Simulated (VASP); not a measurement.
Tl, 1 atom in the cell. It takes space group Fm-3m (No. 225, cubic). The conventional cell has a = 4.933 Å, b = 4.933 Å, c = 4.933 Å, α = 90.00°, β = 90.00°, γ = 90.00°. Around Tl (site symmetry m-3m) lie 12 Tl at 3.49 Å. This isn't the form of Tl at room conditions, which is hcp.

| Property | Result |
| --- | --- |
| Program | VASP 6.6.1 |
| Task | single point |
| Functional | PBE |
| Potentials or basis | VASP PAW PBE potentials, release 64 (Tl_d) |
| Cutoff | 520 eV |
| k mesh | 9 × 9 × 9 |
| Occupations | fermi-dirac, width 0.05 eV |
| Spin | no spin polarisation |
| Further INCAR settings | ALGO = Normal; EDIFF = 1e-07; NBANDS = 12 |

Potentials or basis: VASP PAW PBE potentials, release 64 (Tl_d).

Command:

```bash
$ cat potpaw_PBE.64/Tl_d/POTCAR > POTCAR
$ mpirun -np 1 vasp_std > vasp.out
```

Hardware: 1 thread of AMD EPYC 7R13 Processor (Zen 3) (shared host).

Problem. How long does it take, and how much memory?

Solution. Run time: 13 s on 1 thread of AMD EPYC 7R13 Processor (Zen 3), with other jobs on the host, peak memory 0.13 GiB. Counts: scf iterations 11, k points 35.
